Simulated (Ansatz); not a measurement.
**What CsPbCl3 (model cell, started as cubic perovskite with Pb in the octahedra) distorts into**

Which phase does CsPbCl3 (model cell, started as cubic perovskite with Pb in the octahedra) fall into along its unstable mode, and how much energy does it gain?

Main program and level: Ansatz 0.2.0; DFT PBE, scalar-relativistic, plane waves, PAW; PAW set soft_1.

Report form: the programs' logs are mostly left out.

**1. The starting structure**

The structure is cubic, space group Pm-3m (No. 221). The conventional cell has a = 5.735 Å, b = 5.735 Å, c = 5.735 Å, α = 90.00°, β = 90.00°, γ = 90.00°. Nearest to Cs lie 12 Cl at 4.06 Å. Nearest to Pb lie 6 Cl at 2.87 Å. Cl has 2 Pb at 2.87 Å and 4 Cs at 4.06 Å nearest. Farther neighbours and most contacts between anions are not listed.

**2. The dispersion**

The cell comes from relaxations at this level that are not shown. Stability and thermal properties need the whole zone. Linear response on a 2×2×2 q mesh gives force constants as far as a supercell of that size would, and the tensors from the zone-centre run are typed in so that the long-range dipole term is interpolated apart.

The input, input.yaml:

```yaml
crystal:
  lattice:
    - [5.7354216158, 0.0, 0.0]
    - [0.0, 5.7354216158, 0.0]
    - [0.0, 0.0, 5.7354216158]
  atoms:
    - { symbol: Cs, position: [0.0, 0.0, 0.0] }
    - { symbol: Pb, position: [0.5, 0.5, 0.5] }
    - { symbol: Cl, position: [0.5, 0.5, 0.0] }
    - { symbol: Cl, position: [0.5, 0.0, 0.5] }
    - { symbol: Cl, position: [0.0, 0.5, 0.5] }
kpoints:
  mp_grid: { grid: [8, 8, 8] }
hamiltonian:
  xc: pbe
  pseudopotentials: { kind: paw, azcp: { folder: soft_1 } }
scf:
  occupations: { method: fixed }
output:
  eigenvalues: true
phonons:
  method: dfpt
  qmesh: [2, 2, 2]
  temperatures: { t_max: 1000, t_step: 50 }
  qpath:
    path:
      - [[0.0, 0.0, 0.0], [0.0, 0.5, 0.0], [0.5, 0.5, 0.0], [0.0, 0.0, 0.0], [0.5, 0.5, 0.5], [0.0, 0.5, 0.0]]
      - [[0.5, 0.5, 0.5], [0.5, 0.5, 0.0]]
    npoints: 10
  non_analytic_term:
    high_frequency_dielectric_tensor: [[3.6896, 0.0, 0.0], [0.0, 3.6896, 0.0], [0.0, 0.0, 3.6896]]
    born_effective_charges:
      - { species: Cs, tensor: [[1.3071, 0.0, 0.0], [0.0, 1.3071, 0.0], [0.0, 0.0, 1.3071]] }
      - { species: Pb, tensor: [[3.8629, 0.0, 0.0], [0.0, 3.8629, 0.0], [0.0, 0.0, 3.8629]] }
      - { species: Cl, tensor: [[-0.7444, 0.0, 0.0], [0.0, -0.7444, 0.0], [0.0, 0.0, -3.6812]] }
      - { species: Cl, tensor: [[-0.7444, 0.0, 0.0], [0.0, -3.6812, 0.0], [0.0, 0.0, -0.7444]] }
      - { species: Cl, tensor: [[-3.6812, 0.0, 0.0], [0.0, -0.7444, 0.0], [0.0, 0.0, -0.7444]] }
    source: "zone-centre run at this cell"
```

On the command line:

```
$ ansatz run input.yaml --threads 8 --pin off --max-ram 16384MiB --backend cpu --events-out ev --progress --plain --runs-dir out
```

Run time: 3.3 min. Hardware: 8 threads of Arm Neoverse V1, shared host; peak memory 2 GiB.

This step gave:

```
gap on the k-mesh                                       : 2.219 eV
volume per atom                                         : 37.73 Å³
sum-rule residual before enforcement                    : 5.79e-5 eV/Å²
lowest frequency on the path                            : -43.75 cm⁻¹
point group                                             : m-3m
highest frequency on the path or at a solved wavevector : 248 cm⁻¹
highest optical mode at the zone centre (no LO-TO term) : 111.5 cm⁻¹
lowest optical zone-centre mode                         : -10.11 cm⁻¹
lowest mode on the q mesh (acoustic modes at Γ apart)   : -43.75 cm⁻¹
```

Frequencies (cm⁻¹) solved at each irreducible wavevector; negative means imaginary. Frequencies by wavevector, by row:

```
q in reciprocal lattice units  star  mode 1  mode 2  mode 3  mode 4  mode 13  mode 14  mode 15
                        0 0 0     1   -10.1   -10.1   -10.1       0    111.5    111.5    111.5
                     0 0 -0.5     3     5.2     5.2    17.3    17.3    111.1    111.1    230.8
                  0 -0.5 -0.5     3   -43.2    -5.8    -5.8    12.8    110.8    197.8      241
               -0.5 -0.5 -0.5     1   -43.8   -43.8   -43.8    11.8    197.5    197.5      248
```

Interpolated from a 2×2×2 q mesh, with the LO-TO term (at Γ the limit along the path; where Γ stands inside the path, tables give the limit on arrival). Phonon branches along the path, in cm⁻¹:

```
    point  branch 1  branch 2  branch 3  branch 4  branch 12  branch 13  branch 14  branch 15
        Γ       -10       -10         0         0         64        112        112        215
  halfway        -6        -6        14        14         88        111        111        222
        X         5         5        17        17        108        111        111        231
  halfway       -28         7        10        21        104        111        166        232
        M       -43        -6        -6        13         97        111        198        241
  halfway       -17         6        12        22         89        111        154        220
        Γ       -10       -10         0         0         64        112        112        215
  halfway       -20       -13       -13        17         89        156        156        219
        R       -44       -44       -44        12         92        198        198        248
  halfway       -31       -26       -12        12        101        158        172        234
        X         5         5        17        17        108        111        111        231
jump to R       -44       -44       -44        12         92        198        198        248
  halfway       -44       -29       -29        13         96        164        198        242
        M       -43        -6        -6        13         97        111        198        241
```

Symmetry leaves 4 wavevectors to solve. The lowest mode among them, the acoustic zeros apart, lies at q = (-0.5, -0.5, -0.5) and is imaginary, 43.8i cm⁻¹, so the energy falls along it.

**3. The mode frozen in, largest atomic shift 0 Å**

The mode followed lies at q = (-0.5, -0.5, -0.5) with frequency 43.7i cm⁻¹ and is 3-fold degenerate, the softest among the wavevectors solved. At small amplitude the distorted cell has space group no. 140 by a symmetry search on the positions. The undistorted cell that holds it gives the zero of energy on the same k mesh.

System of this step: CsPbCl3 (model cell, started as cubic perovskite with Pb in the octahedra). It takes space group Pm-3m (No. 221, cubic). Conventional cell: a = 5.735 Å, b = 5.735 Å, c = 5.735 Å, α = 90.00°, β = 90.00°, γ = 90.00°. Nearest to Cs lie 12 Cl at 4.06 Å. Nearest to Pb lie 6 Cl at 2.87 Å. Cl has 2 Pb at 2.87 Å and 4 Cs at 4.06 Å nearest. Farther neighbours and most contacts between anions are not listed.

The input, input.yaml:

```yaml
crystal:
  lattice:
    - [5.7354216158, 5.7354216158, 0.0]
    - [5.7354216158, 0.0, 5.7354216158]
    - [5.7354216158, 0.0, -5.7354216158]
  atoms:
    - { symbol: Cs, position: [0.0, 0.0, 0.0] }
    - { symbol: Cs, position: [0.0, 0.5, 0.5] }
    - { symbol: Pb, position: [0.5, 0.25, 0.75] }
    - { symbol: Pb, position: [0.5, 0.75, 0.25] }
    - { symbol: Cl, position: [0.5, 0.0, 0.0] }
    - { symbol: Cl, position: [0.5, 0.5, 0.5] }
    - { symbol: Cl, position: [0.0, 0.5, 0.0] }
    - { symbol: Cl, position: [0.0, 0.0, 0.5] }
    - { symbol: Cl, position: [0.5, 0.0, 0.5] }
    - { symbol: Cl, position: [0.5, 0.5, 0.0] }
kpoints:
  mp_grid: { grid: [6, 6, 6] }
hamiltonian:
  xc: pbe
  pseudopotentials: { kind: paw, azcp: { folder: soft_1 } }
scf:
  occupations: { method: gaussian, width: 0.02 }
output:
  forces: true
  stress: true
  eigenvalues: true
```

Run time: 3.8 s. Hardware: 8 threads; peak memory 1.3 GiB.

Numbers from this step:

- pressure: -0.003321 GPa
- energy from the undistorted cell: 0 meV/atom

At this level the gap is 2.22 eV on the k-mesh of the self-consistent run, which can miss the band edges.

**4. The mode frozen in, largest atomic shift 0.6 Å**

The atoms are moved along the unstable eigenvector, the largest shift by 0.6 Å, with the cell fixed.

input.yaml, the sections that differ from step 3:

```yaml
crystal:
  lattice:
    - [5.7354216158, 5.7354216158, 0.0]
    - [5.7354216158, 0.0, 5.7354216158]
    - [5.7354216158, 0.0, -5.7354216158]
  atoms:
    - { symbol: Cs, position: [0.0, 0.0, 0.0] }
    - { symbol: Cs, position: [0.0, 0.5, 0.5] }
    - { symbol: Pb, position: [0.5, 0.25, 0.75] }
    - { symbol: Pb, position: [0.5, 0.75, 0.25] }
    - { symbol: Cl, position: [0.5, -0.0523065295, -0.0523065295] }
    - { symbol: Cl, position: [0.5, 0.5523065295, 0.5523065295] }
    - { symbol: Cl, position: [0.0, 0.5, 0.0] }
    - { symbol: Cl, position: [0.0, 0.0, 0.5] }
    - { symbol: Cl, position: [0.5, 0.0523065295, 0.4476934705] }
    - { symbol: Cl, position: [0.5, 0.4476934705, 0.0523065295] }
# kpoints, hamiltonian, scf, output: as in step 3
```

Elapsed: 6.5 s, on 8 threads; peak memory 1.5 GiB; 50 s of CPU time.

Numbers from this step:

```
pressure                         : -0.3908 GPa
gap on the k-mesh                : 2.515 eV
energy from the undistorted cell : -8.047 meV/atom
```

The energy, extrapolated to zero smearing, is -8.05 meV/atom against the undistorted cell.

The run ends at a pressure of -0.39 GPa, with forces up to 0.011 eV/Å.

**5. Energy along the mode, all amplitudes (two of the runs are shown above)**

An imaginary frequency means negative curvature, so the energy should fall and then rise again as anharmonic terms take over.

Numbers from this step:

* depth at the lowest point sampled: 8.047 meV/atom
* largest atomic shift at that point: 0.6 Å

Table of energy from the parent by largest atomic shift:

```
largest atomic shift (Å)  energy from the parent (meV/atom)
                   0.000                                  0
                   0.040                              -0.08
                   0.080                             -0.316
                   0.140                             -0.946
                   0.220                              -2.23
                   0.320                              -4.27
                   0.450                              -6.88
                   0.600                              -8.05
```

Displacement at unit largest shift by atom:

```
atom  x (Å)  y (Å)  z (Å)  size
 Cs1   0.00   0.00   0.00  0.00
 Cs2   0.00   0.00   0.00  0.00
 Pb3   0.00   0.00   0.00  0.00
 Pb4   0.00   0.00   0.00  0.00
 Cl5  -1.00   0.00   0.00  1.00
 Cl6   1.00   0.00   0.00  1.00
 Cl7   0.00   0.00   0.00  0.00
 Cl8   0.00   0.00   0.00  0.00
 Cl9   0.00   0.00   1.00  1.00
Cl10   0.00   0.00  -1.00  1.00
```

The lowest of the steps tried is the last one, at 0.6 Å, 8.05 meV/atom below the parent; the bottom of the well need not coincide with a step.

**6. Relaxing from the distorted cell**

Starting from the lowest point found, all atoms and the cell are let go, so that strain and other modes of the same symmetry can join in.

input.yaml: that of step 4 with these lines changed.

```diff
@@ -22,3 +22,3 @@
 scf:
-  occupations: { method: gaussian, width: 0.02 }
+  occupations: { method: fixed }
 output:
@@ -27 +27,6 @@
   eigenvalues: true
+relax:
+  adjacent_minimum: "off"
+  f_tol: 0.002
+  max_steps: 120
+  cell: { stress_tol: 0.03 }
```

Wall time 36 s (8 threads); peak memory 1.5 GiB.

Relaxation path:

```
step  energy less that of the first step (eV)  largest force component (eV/Å)  pressure (GPa)  volume (Å³)
   1                                   0.0000                          0.0105           -0.39       377.33
   2                                  -0.0179                          0.0046           -0.17       372.77
   3                                  -0.0266                          0.0180            0.02       368.56
   4                                  -0.0277                          0.0071            0.01       368.13
   5                                  -0.0279                          0.0007            0.00       368.02
  6*                                  -0.0275                          0.0007            0.00       368.02
```

Relaxation steps marked * repeat the geometry before them on a plane-wave basis chosen anew for their cell, so energy and pressure can jump there.

Forces are held to the 16 operations that the run works with; a distortion that breaks them can't arise in this run.

```
conventional cell, symmetrised  before   after  change
                         a (Å)   8.111   7.967  -1.8 %
                         b (Å)   8.111   7.967  -1.8 %
                         c (Å)  11.471  11.595  +1.1 %
              volume (Å³/atom)   37.73   36.80  -2.5 %
```

The atoms that moved most (Å, as changes of fractional coordinates times the final cell):

```
atom      dx     dy      dz  length
 Cl6   0.074  0.000   0.000   0.074
 Cl9   0.000  0.000   0.074   0.074
Cl10   0.000  0.000  -0.074   0.074
 Cl5  -0.074  0.000   0.000   0.074
```

This step gave:

```yaml
pressure: -0.002735 GPa
gap_on_the_k_mesh: 2.398 eV
volume_per_atom: 36.80 Å³
```

The distorted start has space group I4/mcm; the relaxation ends in I4/mcm.

**7. The new phase in its own primitive cell**

The relaxed structure is symmetrised, reduced to its primitive cell and relaxed tightly, as its phonons need.

input.yaml, the sections that differ from step 6:

```yaml
crystal:
  lattice:
    - [-3.9836070604, 3.9836070604, 5.797659647]
    - [3.9836070604, -3.9836070604, 5.797659647]
    - [3.9836070604, 3.9836070604, -5.797659647]
  atoms:
    - { symbol: Cs, position: [0.75, 0.25, 0.5] }
    - { symbol: Cs, position: [0.25, 0.75, 0.5] }
    - { symbol: Pb, position: [0.0, 0.0, 0.0] }
    - { symbol: Pb, position: [0.5, 0.5, 0.0] }
    - { symbol: Cl, position: [0.8088593284, 0.3088593284, 0.1177186568] }
    - { symbol: Cl, position: [0.1911406716, 0.6911406716, 0.8822813432] }
    - { symbol: Cl, position: [0.75, 0.75, 0.0] }
    - { symbol: Cl, position: [0.25, 0.25, 0.0] }
    - { symbol: Cl, position: [0.3088593284, 0.1911406716, 0.5] }
    - { symbol: Cl, position: [0.6911406716, 0.8088593284, 0.5] }
relax:
  adjacent_minimum: "off"
  f_tol: 0.001
  max_steps: 60
  cell: { stress_tol: 0.01 }
# kpoints, hamiltonian, scf, output: as in step 6
```

It took 14 s on 8 threads; peak memory 1.5 GiB.

Little changed from the start: no atom moved by 0.005 Å and no cell edge by 0.1 %.

Numbers from this step:

* direct gap on mesh: 2.398 eV

The largest force component left is 0.47 meV/Å and the pressure is -0.003 GPa, within the tolerances set. The cell now holds 36.80 Å³/atom.

(Continued in part 2 of 2.)

[Logs are printed without paths, hosts, clocks, repeated set-up lines and the standing remarks that a program may print on its own settings, such as how far it seeks lower states.]

[Hosts, paths, dates, database ids (printed as entryN), source tags and the programs' standing remarks are cut or masked in the printed files.]
